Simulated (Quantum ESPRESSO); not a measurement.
# MgO in Quantum ESPRESSO: the effect of target pressure

MgO:

```
CELL_PARAMETERS angstrom
0.00000 2.09700 2.09700
2.09700 0.00000 2.09700
2.09700 2.09700 0.00000
ATOMIC_POSITIONS crystal
Mg 0.00000 0.00000 0.00000
O 0.50000 0.50000 0.50000
```

The cell is a database's computed one.

Alike in all runs:

* Program: Quantum ESPRESSO 7.5
* Task: relaxation of cell and atoms
* Functional: PBE
* Potentials or basis: SSSP 1.3 efficiency PBE
* Cutoff: 857 eV
* Density cutoff: 6884 eV
* k mesh: 11 × 11 × 11
* Occupations: fermi-dirac, width 0.05 eV
* Spin: no spin polarisation

Each run relaxes the cell or the atoms first.

```tsv
target pressure	relaxed volume (Å³/atom)	gap on the mesh (eV)
0 GPa	9.57	4.49
2 GPa	?	?
5 GPa	9.28	4.79
10 GPa	9.03	5.06
20 GPa	8.62	5.54
30 GPa	8.29	5.98
```

Question: What does the run with target pressure 2 GPa give?

Answer: Relaxed volume 9.45 Å³/atom; gap on the mesh 4.61 eV.

Worked out: In Murnaghan's law V^(-B') rises as a straight line in P. The other rows fit best with B' = 4.2, V0 = 9.57 Å³/atom and B0 = 152 GPa, which gives 9.45 Å³/atom at 2 GPa, against the run's 9.45. A parabola through the other rows of the gap on the mesh, of slope 0.0579 eV per GPa there, gives 4.61 eV, against the run's 4.61.

